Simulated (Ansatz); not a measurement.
# Al (Fm-3m) in Ansatz: notebook

Runs on Al. Level: PBEsol. Tasks: phonons, elastic constants.

All numbers are computed with Ansatz 0.2.0; they aren't measurements. Logs are shortened: lines on timing, memory, paths and dates and some standing lists are left out, and cuts for length are marked.

## 1. Starting point

Symmetry: Fm-3m, No. 225, cubic system. Conventional cell: a = 4.050 Å, b = 4.050 Å, c = 4.050 Å, α = 90.00°, β = 90.00°, γ = 90.00°. Around Al (site symmetry m-3m) lie 12 Al at 2.86 Å.

## 2. Phonons, PBEsol

input.yaml reads:

```yaml
crystal:
  lattice:
    - [0.0, 2.024805, 2.024805]
    - [2.024805, 0.0, 2.024805]
    - [2.024805, 2.024805, 0.0]
  atoms:
    - { symbol: Al, position: [0.0, 0.0, 0.0] }
hamiltonian:
  xc: pbesol
  pseudopotentials: { kind: paw }
kpoints:
  mp_grid: { grid: [10, 10, 10] }
scf:
  occupations: { method: fermi_dirac, width: 0.05 }
phonons:
  method: dfpt
  qmesh: [2, 2, 2]
  temperatures: { t_max: 1000, t_step: 100 }
  qpath:
    path:
      - [[0.0, 0.0, 0.0], [0.5, 0.0, 0.5], [0.5, 0.25, 0.75], [0.375, 0.375, 0.75], [0.0, 0.0, 0.0], [0.5, 0.5, 0.5], [0.625, 0.25, 0.625], [0.5, 0.25, 0.75], [0.5, 0.5, 0.5], [0.375, 0.375, 0.75]]
      - [[0.625, 0.25, 0.625], [0.5, 0.0, 0.5]]
    npoints: 8
```

Potentials or basis: Ansatz PAW.

Launch:

```sh
> ansatz run input.yaml --threads 2 --pin off --max-ram 5632MiB --backend cpu --events-out ev --progress --plain --runs-dir out
```

The log of the run:

```text
Warning: RAYON_NUM_THREADS=2 ignored (pool sized by the plan → 2); use --threads N
Engine: ansatz 0.2.0, x86_64-unknown-linux-gnu
Pseudopotentials: kind: paw
Pseudopotential: Al, paw, valence charge 3, recommended cutoff 420 eV (normal), Al.paw.azcp
Functional definition: PBEsol
  exchange = pbesol_x
  correlation = pbesol_c
Crystal: 1 atoms, lattice volume = 16.603 Å³
Basis set: ecut = 420 eV, 331 PW (Γ), exchange–correlation on 40×40×40 points (8 copies of the dense FFT grid, shifted against one another)
Bands: 6, of which v1, the nominal top of the filled ones, is band 2 counted from 1 (1 counted from 0)
Symmetry: 48 space group operations
k-points: 47 of 1000
Non-local potential: Al, projectors of the file, l = 0: 2, l = 1: 2, l = 2: 1
PAW form: soft (Blöchl's): semilocal exchange-correlation on the pseudo side does not see the compensation charge
PAW frozen core: Al, regenerated for the run's functional, and the local potential with it (the file was generated under x = pbe(κ = 0.804, μ = 0.2195149727645171), c = pbe(β = 0.06672455060314922))
PAW one-centre angular grid: Al, 110 points (default); XC on 64 Gauss nodes
Initial density: superposition of atomic densities (neutral atoms: chi_scale 0, normalization atom), corrected by the library's trained network
Initial wavefunctions: pseudopotential atomic-orbital guess
Functional: x = pbesol(κ = 0.804, μ = 0.12345679012345678), c = pbesol(β = 0.046)
SCF iter   1: F=—  HF=-524.529138 eV  |F-HF|=—  |Δ(HF+E_count)|=         —  Δρ=9.85e-4  dr2=1.18e-4  ethr=1.77e-3  ⟨swp⟩=4.8  Hψ=2459  notcnv=0
preconditioner: auto → none  [metal: Δε(μ)=0.056 eV  Ē_g=13.099 eV  σ=0.050 eV  W_gap=0.26  n_scr=0 (ndim 8)  ℏωp=15.8 eV  f_vac=0.000  D(μ)=0.99/eV (n_scr^D=14)]
SCF iter   2: F=—  HF=-524.529135 eV  |F-HF|=—  |Δ(HF+E_count)|=   2.99e-6  Δρ=4.95e-4  dr2=2.94e-5  ethr=3.92e-6  ⟨swp⟩=1.5  Hψ=686  notcnv=0
SCF iter   3: F=—  HF=-524.529136 eV  |F-HF|=—  |Δ(HF+E_count)|=   5.47e-7  Δρ=2.63e-5  dr2=1.28e-7  ethr=9.80e-7  ⟨swp⟩=1.0  Hψ=263  notcnv=0
SCF iter   4: F=—  HF=-524.529135 eV  |F-HF|=—  |Δ(HF+E_count)|=   3.27e-7  Δρ=8.21e-6  dr2=9.73e-9  ethr=4.28e-9  ⟨swp⟩=1.6  Hψ=299  notcnv=0
SCF iter   5: F=—  HF=-524.529135 eV  |F-HF|=—  |Δ(HF+E_count)|=   1.02e-9  Δρ=5.34e-7  dr2=4.32e-11  ethr=3.24e-10  ⟨swp⟩=1.1  Hψ=268  notcnv=0
SCF iter   6: F=-524.529135 eV  HF=-524.529135 eV  |F-HF|=1.14e-13  |Δ(HF+E_count)|=  1.02e-12  Δρ=4.34e-8  dr2=1.69e-13  ethr=1.00e-12  ⟨swp⟩=5.1  Hψ=898  notcnv=0
SCF 1 converged in 6 iterations: F = -524.529135 eV  dr2 = 1.69e-13
NSCF: frozen V_eff on 47 k-points
NSCF: frozen V_eff on 102 k-points
DFPT response loops at q = (0, 0, 0) (fractional): preconditioner auto → Kerker (q_TF=auto, 2.051 Å⁻¹) (partly filled bands, converged f_vac=0.000); β = 1.00, the filter's whole step (`scf.mixing.beta` (0.50) is not read by the response loops under this deck's `scf.mixing.preconditioner`; to damp them name `kerker` or `kerker_dos`, under which they read `scf.mixing.beta`, and type it under 1.00, their step now; both keys bind the ground state too); Broyden in place of MSR1
NSCF: frozen V_eff on 564 k-points
DFPT response loops at q = (0, 0, -0.5) (fractional): mixed as the last ones told, above
NSCF: frozen V_eff on 342 k-points
DFPT response loops at q = (0, -0.5, -0.5) (fractional): mixed as the last ones told, above
SCF converged after 6 iterations
Free energy (F): -524.529135 eV
Harris-Foulkes:  -524.529135 eV  (|F-HF|=1.14e-13)
Internal energy: -524.521762 eV  (E = F + TS)
E sigma→0 (E₀):  -524.525449 eV
Entropy (-TS):   -0.007373 eV (-7.373 meV/atom)
Fermi energy:    7.947829 eV
--- Per-component energies (eV) ---
  E_band       = 10.273546
  E_kinetic    = 22.741913
  E_local      = 9.683210  (includes V_loc(G=0)·N_el)
  E_nonlocal   = 10.333417
  E_hartree    = 0.099112
  E_xc         = -39.348652
  E_vxc        = -29.089122  (∫ρ·V_xc dr)
  E_paw        = -454.686847  (= ΣΔE_a)
  E_vpaw       = -3.594093  (= ΣTr[D̂ρ^β])
  E_aug_tail   = -0.000003  (compensation charges beyond the density's cutoff)
  E_ewald      = -73.363052
  E_core_change = 0.019139  (= ΣΔE_core)
  E_smearing   = -0.007373  (= −TS)
  E_closure    = -0.000000  (closes the sum)
  Σ components = -524.529135   (vs F -524.529135, Δ=0.00e0)
--- Band table (eV; the first three rows and the last of 47) ---
  k-point 0: bands = ["-3.2601", "20.2981", "20.2981", "20.2981", "21.8127", "21.8127"]
  k-point 1: bands = ["-2.9898", "17.0735", "19.5980", "19.5980", "22.4879", "22.9094"]
  k-point 2: bands = ["-2.1819", "13.1147", "18.8556", "18.8556", "22.2130", "23.2872"]
  k-point 46: bands = ["6.2399", "7.5464", "7.8946", "9.4826", "21.1469", "22.7267"]
--- Phonons (Γ-DFPT): 1 representative perturbation + reference (Σ response iterations 3) ---
  ASR residual: 6.306e-6 → 0.000e0 eV/Å²; symmetrization residual: 5.181e-16 eV/Å²
  ASR residual per site (eV/Å²): 6.31e-6
  Γ frequencies (cm⁻¹): 0.00 0.00 0.00
--- Phonons (arbitrary-q DFPT): 3 irreducible q on the 2×2×2 mesh ---
  q = [0.0000, 0.0000, 0.0000] (star 1, of the zone-centre solve; hermiticity 2.01e-11, symmetrization 8.22e-11): -0.00 -0.00 0.00
  q = [0.0000, 0.0000, -0.5000] (star 4, 1 solved perturbation on 282 of 1000 k-point pairs; hermiticity 4.24e-11, symmetrization 2.12e-11): 125.44 125.44 302.65
  q = [0.0000, -0.5000, -0.5000] (star 3, 2 solved perturbations in 273 linear systems a pass and spin channel, the states on 171 of 1000 k-point pairs; hermiticity 9.18e-11, symmetrization 1.28e-10): 160.26 160.26 271.54
  sum rule: each row above includes the acoustic sum rule's correction from the zone centre's row sums; it moved no ω² by more than (0.25 cm⁻¹)²
  mesh force constants: q→R imaginary residual 0.00e0; ASR residual 6.306e-6 → 0.000e0 eV/Å²; symmetrization residual 1.148e-15 eV/Å²
  interpolated dispersion: 82 rows × 3 modes
  density of states and harmonic sums: on the 26×26×26 q-mesh, interpolated from the force constants of a 2×2×2 supercell (no non-analytic term)
  largest difference from the sums on the solved wave vectors: F 5.63e-2 eV, S 8.86e-5 and C_V 3.23e-5 eV/K
  zero-point energy: 0.033548 eV/cell   skipped modes (ω ≤ 0): 3   left out of the sums: 5.69e-5 of the cell's modes: C_V's classical limit lies that fraction below 3 k_B per atom; for a crystal, a wire or a layer, F and S can be off by more, and a phonons.interpolated_qmesh denser along its periods is the remedy for the sampling
```

Wall time 3.5 s (2 threads of Intel Xeon Platinum 8259CL at 2.50GHz (Skylake/Cascade Lake), shared host); peak memory 0.45 GiB.

Results:

- Free energy: -524.5291 eV
- Band gap on the k mesh: none (metal or under the smearing width)
- Highest phonon frequency: 303 cm⁻¹

Levels at points of the mesh, in eV from the Fermi level:
| k point | band 1 | band 2 | band 3 | band 4 |
| --- | --- | --- | --- | --- |
| (0.00, 0.00, 0.00) | -11.21 | 12.35 | 12.35 | 12.35 |
| (0.00, 0.00, -0.50) | -4.69 | -4.50 | 11.19 | 11.19 |
| (0.00, -0.50, -0.50) | -3.03 | -1.74 | 5.10 | 5.43 |

Phonon frequencies in cm⁻¹ (negative: imaginary):
```tsv
q point	frequencies
(0.000, 0.000, 0.000)	0 0 0
(0.000, 0.000, -0.500)	125 125 303
(0.000, -0.500, -0.500)	160 160 272
```

Caveat: the q mesh is small, so phonon branches between its points and thermal values are rough; the PAW data sets come from PBE, with cores solved anew for the run's functional, which leaves a small shift of forces and pressure; some levels weren't fully converged.

## 3. Elastic constants, PBEsol

input.yaml reads:

```yaml
crystal:
  lattice:
    - [0.0, 2.024805, 2.024805]
    - [2.024805, 0.0, 2.024805]
    - [2.024805, 2.024805, 0.0]
  atoms:
    - { symbol: Al, position: [0.0, 0.0, 0.0] }
hamiltonian:
  xc: pbesol
  pseudopotentials: { kind: paw }
kpoints:
  mp_grid: { grid: [10, 10, 10] }
scf:
  occupations: { method: fermi_dirac, width: 0.05 }
output:
  forces: true
  stress: true
elastic:
  mode: clamped_ion
  stencil: two_point
```

Potentials or basis: Ansatz PAW.

Launch:

```sh
> ansatz run input.yaml --threads 2 --pin off --max-ram 5632MiB --backend cpu --events-out ev --progress --plain --runs-dir out
```

It took 2.9 s on 2 threads of Intel Xeon Platinum 8259CL at 2.50GHz (Skylake/Cascade Lake), shared host; peak memory 0.35 GiB.

Results (log left out):

```
Free energy                     : -524.5291 eV
Pressure                        : -2.0 GPa
Band gap on the k mesh          : none (metal or under the smearing width)
Elastic constants C11, C12, C44 : -44, 121, -52 GPa
Voigt bulk modulus              : 66 GPa
```

Levels at points of the mesh, in eV from the Fermi level:
| k point | band 1 | band 2 | band 3 | band 4 | band 5 |
| --- | --- | --- | --- | --- | --- |
| (0.00, 0.00, 0.00) | -11.21 | 12.35 | 12.35 | 12.35 | 13.86 |
| (0.00, 0.00, -0.50) | -4.69 | -4.50 | 11.19 | 11.19 | 11.21 |
| (0.00, -0.50, -0.50) | -3.03 | -1.74 | 5.10 | 5.43 | 5.43 |

Elastic tensor in Voigt notation (GPa, in the Cartesian axes of the cell as first typed):
```
-44 121 121   0   0   0
121 -44 121   0   0   0
121 121 -44   0   0   0
  0   0   0 -52   0   0
  0   0   0   0 -52   0
  0   0   0   0   0 -52
```

Caveat: the elastic tensor has a negative eigenvalue, so either the cell is unstable as it stands or the mesh is too thin; the PAW data sets come from PBE, with cores solved anew for the run's functional, which leaves a small shift of forces and pressure.
